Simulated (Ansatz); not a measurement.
# AlFe: pressure against volume per atom

All results are calculated (Ansatz 0.2.0). Periodic Kohn-Sham DFT of a crystal at fixed atoms; pressure and stress are positive in compression; the energy is the free energy less that of spherical unpolarised free atoms; site moments are those in the method's own spheres, positive along +z.

Cell of the first row (space group Pm-3m, No. 221):
```
cell vectors (Å)
   2.8511     0.0000     0.0000
   0.0000     2.8511     0.0000
   0.0000     0.0000     2.8511
atoms (fractions of the cell vectors)
Al  0.00000  0.00000  0.00000
Fe  0.50000  0.50000  0.50000
```

Settings of every row: method frozen-core PAW; functional PBE; relativity scalar; k mesh 12x12x12; filling fermi-dirac; smearing width 0.05 eV; wave cutoff 420 eV; paw set soft_2.

Atom:
```csv
element,start moment (bohr magneton)
Al,0
Fe,3
```

Limits: with one magnetic atom in the cell only parallel moments are possible.

```csv
row,volume per atom (Å³),pressure (GPa),cell moment (bohr magneton)
1,11.588,4.571,0.677
2,12.075,-2.739,0.719
3,12.321,?,?
4,12.568,-8.699,0.757
5,13.06,-13.503,0.785
```

Question: what pressure should row 3 give?

Worked fit of pressure. Take u = (V_r/V)^(2/3) − 1 with V_r = 12.322 Å³ an atom, which is twice the finite (Eulerian) strain; such expansions in the strain, on which the Birch-Murnaghan equation of state is built, carry the rest volume and the bulk modulus. The shown rows have u = 0.04179, 0.01359, -0.01309, -0.03804. Least squares give pressure = −5.887 + 223.955 × u + 627.19 × u² GPa; a straight line predicts inner rows, each left out in turn, worse (root mean square 0.63 against 0.026 GPa). The rows lie off it by 0.004, -0.011, 0.012, -0.004 (root mean square 0.0086 GPa). The pressure vanishes at u = 0.0246, or V = 11.88 Å³ an atom, and there the bulk modulus at fixed shape and fractions is B = −V dP/dV = (2/3)(1 + u) dP/du = 174 GPa. The withheld row has u = 5e-05, so the fit gives −5.887 + 223.955 × (5e-05) + 627.19 × (5e-05)² = -5.876 GPa.

The calculation gave -5.88 GPa. The fit lies 0.004 GPa (0.022 % of the column's range) above it; its largest miss of a shown row is 0.012 GPa.

The other values of row 3: cell moment 0.739 bohr magneton.
